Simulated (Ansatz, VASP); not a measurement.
# Two plane-wave programs on Gd

```
Gd
1.0
    -1.99763    1.99763    1.99763
     1.99763   -1.99763    1.99763
     1.99763    1.99763   -1.99763
Gd
1
Direct
  0.00000 0.00000 0.00000
```

Change from the starting cell: volume scaled by 0.96, PAW files.

Alike in both runs: task single point; functional PBE; k mesh 11 × 11 × 11; occupations fermi-dirac, width 0.03 eV; collinear spin.

```csv
,VASP,Ansatz
version,VASP 6.6.1,Ansatz 0.2.0
potentials or method,"VASP PAW PBE potentials, release 64 (Gd)","PAW with Ansatz's default frozen-core files, scalar-relativistic"
plane-wave cutoff (eV),520,420
valence electrons in the cell,18,18
```

|  | VASP | Ansatz | Ansatz less VASP |
| --- | --- | --- | --- |
| pressure (GPa) | 1.5 | 1.4 | -0.06 |
| net moment per atom (μB) | 7.65 | 7.64 | -0.007 |
| size of the moment on the site where the two differ most (μB) | 7.02 | 7.35 | +0.326 |

Site moments also hang on the region over which each program counts them.

 The state reached can hang on the start; a lower one may exist.
